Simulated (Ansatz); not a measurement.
The calculation used Ansatz, DFT PBE, scalar-relativistic, plane waves, PAW. All cells share a 420 eV cutoff and Γ-centred k meshes spaced at most about 0.3 Å⁻¹ (2π included). No spin polarisation in the final relaxations.

Each of these unrelaxed guesses is relaxed in cell and atoms within its symmetry. A guess keeps its type if space group and coordination stay and the shape of the cell changes little (axis ratios within about 15 %, angles within 6°); the volume may change.

1. AlN

```cif
data_structure
_symmetry_space_group_name_H-M 'Pnma'
_symmetry_Int_Tables_number 62
_cell_length_a 5.0906
_cell_length_b 3.1097
_cell_length_c 5.2272
_cell_angle_alpha 90.000
_cell_angle_beta 90.000
_cell_angle_gamma 90.000
_cell_volume 82.75
loop_
_atom_site_label
_atom_site_type_symbol
_atom_site_symmetry_multiplicity
_atom_site_Wyckoff_symbol
_atom_site_fract_x
_atom_site_fract_y
_atom_site_fract_z
_atom_site_occupancy
Al1 Al 4 c 0.82107 0.75000 0.40954 1
N1 N 4 c 0.82107 0.25000 0.59046 1
```

2. C

```cif
data_structure
_symmetry_space_group_name_H-M 'Ccce:1'
_symmetry_Int_Tables_number 68
_cell_length_a 3.7669
_cell_length_b 4.0449
_cell_length_c 5.4239
_cell_angle_alpha 90.000
_cell_angle_beta 90.000
_cell_angle_gamma 90.000
_cell_volume 82.64
loop_
_atom_site_label
_atom_site_type_symbol
_atom_site_symmetry_multiplicity
_atom_site_Wyckoff_symbol
_atom_site_fract_x
_atom_site_fract_y
_atom_site_fract_z
_atom_site_occupancy
C1 C 16 i 0.19564 0.93590 0.62124 1
```

Problem. Which keep their type?

Solution. Guess 1 keeps its type.

```json
{"guess": "1", "kept": "yes", "start group": "Pnma", "end group": "Pnma", "V start (Å³/atom)": "10.3", "V end": "12.1", "b/a and c/a, end over start": "0.91, 0.88", "nearest neighbours start": "Al 4, N 4", "nearest neighbours end": "Al 4, N 4"}
{"guess": "2", "kept": "no", "start group": "Ccce", "end group": "Fmmm", "V start (Å³/atom)": "5.2", "V end": "11.3", "b/a and c/a, end over start": "-", "nearest neighbours start": "C 4", "nearest neighbours end": "C 3"}
```

Neighbours count within 15 % of an atom's shortest distance; end groups are read at 0.02 Å (0.05 Å in metals).

Weakly bound directions are ill-defined at this level, which has no dispersion term (C Fmmm). Cells relaxed within their symmetry can be saddle points.
